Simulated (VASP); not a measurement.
# BP: molecular dynamics with a thermostat

BP, F-43m (no. 216), 8 atoms in the cell. PBE, molecular dynamics; PAW potentials P, B (PBE set).

Ensemble: Nose-Hoover chain; Target temperature (K): 1000.

## Input

INCAR:
```
SYSTEM = BP
GGA = PE ; PREC = Normal
ENCUT = 320 ; EDIFF = 1E-6
NELMIN = 4 ; NELM = 60
ALGO = Normal ; LREAL = Auto
LASPH = .True. ; ISMEAR = 0
SIGMA = 0.05 ; ISYM = 0
LWAVE = .False. ; LCHARG = .False.
IBRION = 0 ; NSW = 60
POTIM = 1.0 ; TEBEG = 1000
ISIF = 2 ; RANDOM_SEED = 625973 0 0
MDALGO = 4 ; NHC_NCHAINS = 3
NHC_PERIOD = 30 ; KPAR = 2
```

KPOINTS:
```
k-points
0
Monkhorst-Pack
  2 2 2
```

POSCAR:
```
BP
1.0
    4.5380000000      0.0000000000      0.0000000000
    0.0000000000      4.5380000000      0.0000000000
    0.0000000000      0.0000000000      4.5380000000
P B
4 4
Direct
    0.2500000000      0.2500000000      0.2500000000
    0.2500000000      0.7500000000      0.7500000000
    0.7500000000      0.2500000000      0.7500000000
    0.7500000000      0.7500000000      0.2500000000
    0.0000000000      0.0000000000      0.0000000000
    0.0000000000      0.5000000000      0.5000000000
    0.5000000000      0.0000000000      0.5000000000
    0.5000000000      0.5000000000      0.0000000000
```

Commands:
```
cat potpaw_PBE.64/P/POTCAR potpaw_PBE.64/B/POTCAR > POTCAR
mpirun -np 2 vasp_std > vasp.out
```

## Result

- Mean temperature (K): 649
- Rise of the mean potential energy above the start (meV/atom): 69.7
- Electronic steps per ionic step after the first: 4.1

Course of the run:

| Time (fs) | Temperature (K) | Potential energy less the first (meV/atom) |
|---|---|---|
| 1 | 1000 | 0.0 |
| 6 | 692 | 35.0 |
| 10 | 302 | 80.0 |
| 15 | 252 | 86.9 |
| 19 | 488 | 63.2 |
| 24 | 695 | 48.4 |
| 28 | 645 | 62.9 |
| 33 | 408 | 99.0 |
| 37 | 377 | 107.8 |
| 42 | 731 | 76.4 |
| 46 | 1025 | 52.4 |
| 51 | 1014 | 63.3 |
| 55 | 832 | 88.7 |
| 60 | 786 | 98.4 |

REPORT:
```
MDALGO =   4
           NHC_NCHAINS =   3
            NHC_PERIOD =    30
            NHC_NRESPA =    1
                NHC_NS =  1
               SCALING =       0
                 CNEXP =     9.000   14.000
           RANDOM_SEED =            625973                0                0

   original number of atomic DOF:         21
   number of independent constraints:      0
   number of active DOF:                  21

========================================
         MD step No.       1
========================================

  Atomic velocities initialized by STEP_tb

  >Nose-Hoover_chains
                       xs       vs(fs^-1)
   nhc_s>  -0.86410366E-11  -0.34560546E-10
   nhc_s>  -0.13889371E-03  -0.55559414E-03
   nhc_s>  -0.13888889E-03  -0.55547839E-03

  >Energies
                    E_tot             E_pot             E_kin               EPS                ES
   e_b>   -0.50267112E+02   -0.51171938E+02    0.90482544E+00    0.23935520E-04   -0.23937614E-04

  >Temperature
               T_sim     T_inst
   tmprt>   1000.000   1000.000

           RANDOM_SEED =            625973               48                0

[... steps left out ...]

========================================
         MD step No.      60
========================================

  >Nose-Hoover_chains
                       xs       vs(fs^-1)
   nhc_s>  -0.53715745E+00  -0.50472122E-02
   nhc_s>   0.17008989E+01   0.42404823E-01
   nhc_s>  -0.12714099E+00   0.63198191E-01

  >Energies
                    E_tot             E_pot             E_kin               EPS                ES
   e_b>   -0.50264732E+02   -0.50385099E+02    0.71146227E+00    0.24535539E+00   -0.83645074E+00

  >Temperature
               T_sim     T_inst
   tmprt>   1000.000    786.298

           RANDOM_SEED =            625973               48                0
```

OSZICAR:
```
N       E                     dE             d eps       ncg     rms          rms(c)
DAV:   1     0.628864733083E+02    0.62886E+02   -0.10499E+04   168   0.915E+02
DAV:   2    -0.492258994507E+02   -0.11211E+03   -0.10543E+03   225   0.175E+02
DAV:   3    -0.540208970436E+02   -0.47950E+01   -0.47449E+01   208   0.371E+01
DAV:   4    -0.540964585676E+02   -0.75562E-01   -0.75369E-01   203   0.512E+00
DAV:   5    -0.540992499898E+02   -0.27914E-02   -0.27908E-02   216   0.752E-01    0.146E+01
DAV:   6    -0.515841083013E+02    0.25151E+01   -0.52165E+00   210   0.106E+01    0.790E+00
DAV:   7    -0.511969984806E+02    0.38711E+00   -0.92774E-01   220   0.475E+00    0.254E+00
DAV:   8    -0.511691266340E+02    0.27872E-01   -0.10171E-01   235   0.176E+00    0.460E-01
DAV:   9    -0.511711921643E+02   -0.20655E-02   -0.32289E-03   168   0.353E-01    0.170E-01
DAV:  10    -0.511718388755E+02   -0.64671E-03   -0.81918E-04   203   0.170E-01    0.372E-02
DAV:  11    -0.511719339428E+02   -0.95067E-04   -0.12083E-04   208   0.728E-02    0.390E-02
DAV:  12    -0.511719375600E+02   -0.36172E-05   -0.77982E-06   203   0.171E-02    0.326E-03
[... left out ...]
     58 T=   771. E= -.50260974E+02 F= -.50385305E+02 E0= -.50385305E+02  EK= 0.70130E+00 SP= -.84E+00 SK= 0.26E+00
     59 T=   774. E= -.50261067E+02 F= -.50381120E+02 E0= -.50381120E+02  EK= 0.70404E+00 SP= -.84E+00 SK= 0.25E+00
[... last step whole ...]
       N       E                     dE             d eps       ncg     rms          rms(c)
DAV:   1    -0.503850839375E+02   -0.39635E-02   -0.36274E-05   194   0.986E-01    0.864E-03
DAV:   2    -0.503850993031E+02   -0.15366E-04   -0.15633E-04   203   0.931E-02    0.707E-03
DAV:   3    -0.503850992368E+02    0.66368E-07   -0.16165E-06   158   0.857E-03    0.466E-03
DAV:   4    -0.503850990612E+02    0.17554E-06   -0.32806E-07   144   0.389E-03
     60 T=   786. E= -.50261127E+02 F= -.50385099E+02 E0= -.50385099E+02  EK= 0.71507E+00 SP= -.84E+00 SK= 0.25E+00
```

Limits: 60 fs of 8 atoms are too short for converged averages; the cell is only 4.5 Å across, so each atom moves in step with near copies of itself.

VASP 6.6.1 took 50 s on 2 cores (Intel Xeon Platinum 8488C (Sapphire Rapids)), a shared host.
